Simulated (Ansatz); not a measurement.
A run of Ansatz 0.2.0 is set up as follows.

Contents of input.yaml:

```yaml
crystal:
  lattice:
    - [3.05000204, 0.0, 0.0]
    - [-1.52500102, 2.64137925, 0.0]
    - [0.0, 0.0, 4.94000153]
  atoms:
    - { symbol: Ta, position: [0.3333333333, 0.6666666667, 0.0] }
    - { symbol: Ta, position: [0.6666666667, 0.3333333333, 0.5] }
    - { symbol: "N", position: [0.3333333333, 0.6666666667, 0.385] }
    - { symbol: "N", position: [0.6666666667, 0.3333333333, 0.885] }
hamiltonian:
  xc: r2scan
  pseudopotentials: { kind: paw }
  hubbard: { sites: [{ species: Ta, l: d, u_eff: 1.0 }] }
kpoints:
  mp_grid: { grid: [10, 10, 6] }
scf:
  occupations: { method: fermi_dirac, width: 0.05 }
output:
  forces: true
  stress: true
  eigenvalues: true
relax:
  f_tol: 0.01
  max_steps: 40
  cell: { stress_tol: 0.05 }
```

Potentials or basis: Ansatz PAW.

The run is started by

```bash
$ ansatz run input.yaml --threads 2 --pin off --max-ram 5632MiB --backend cpu --events-out ev --progress --plain --runs-dir out
```

Problem. What does it give for the space group after relaxing (to 0.05 Å)?

Solution. P6_3mc (No. 186).

Problem. What does it give for the relaxed cell?

Solution. a = 3.135 Å, b = 3.135 Å, c = 6.102 Å, α = 90.00°, β = 90.00°, γ = 120.00°.

Problem. Estimate the band gap on the k mesh.

Solution. None (metal or under the smearing width).

Forces in eV/Å, atoms in the order of the input:
```
Ta   0.000  0.000 -0.003
Ta   0.000  0.000 -0.003
N    0.000  0.000  0.003
N    0.000  0.000  0.003
```

Caveat: the electronic state changed during the relaxation; the plane-wave basis is chosen anew once the cell has moved, so the energies of steps on either side of that aren't comparable; U without spin polarisation on a metal has little footing; the PAW data sets come from PBE, with cores solved anew for the run's functional, which leaves a small shift of forces and pressure. Spin-orbit coupling is left out, which matters for the levels of Ta.
